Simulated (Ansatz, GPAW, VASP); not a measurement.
One calculation of Nb, 3 ways

```
CELL_PARAMETERS angstrom
-1.54467 1.54467 1.54467
1.54467 -1.54467 1.54467
1.54467 1.54467 -1.54467
ATOMIC_POSITIONS crystal
Nb 0.00000 0.00000 0.00000
```

Alike in all runs: task electron localisation function; functional LDA; k mesh 11 × 11 × 11; occupations fermi-dirac, width 0.05 eV; no spin polarisation; hubbard terms Nb d U = 7 eV; no spin-orbit coupling. LDA stands for any of its common fits. Pressure is positive in compression and, in plane waves, holds the error of the finite cutoff, which Ansatz's Pulay term estimates and takes out.

```csv
program and potentials,plane-wave cutoff (eV),notes,pressure (GPa)
"Ansatz, Ansatz PAW",420,"potentials made for PBE, which Ansatz adapts in part; Pulay term of +0.02 GPa included",41.65
"VASP, LDA PAW files Nb_sv, 520 eV",520,-,74.62
"GPAW, the program's PAW data sets (release 1.2.1) made for this functional",600,-,54.65
```

The pressure spans 41.65 (Ansatz, Ansatz PAW) to 74.62 GPa (VASP, LDA PAW files Nb_sv, 520 eV). The cell lies far from this level's equilibrium.

The functional is the same throughout but for its coding, so the spread measures potentials, basis and numerics; runs on potential files found faulty are left out.

All three runs put bcc Nb under strong compression, so they agree that this cell is smaller than its equilibrium size at this level, but not on how hard it pushes outward. The lattice is also clearly shorter than that of the metal at ambient conditions. Squeezing it raises the kinetic energy of the s and p electrons and the repulsion between semicore shells, which eventually outweighs the bonding from the partly filled 4d band. The Hubbard term may add to the pressure: so large a U on broad, itinerant 4d states disfavours fractional orbital occupations and can weaken d–d bonding. The data do not separate the two contributions.

The Pulay term of +0.02 GPa is far too small to account for Ansatz's low value; the spread probably comes largely from differing local d projectors, through which the same nominal U acts differently. The sign of the pressure is therefore well supported, its magnitude is not, and nothing here shows how localised the bonding electrons are.
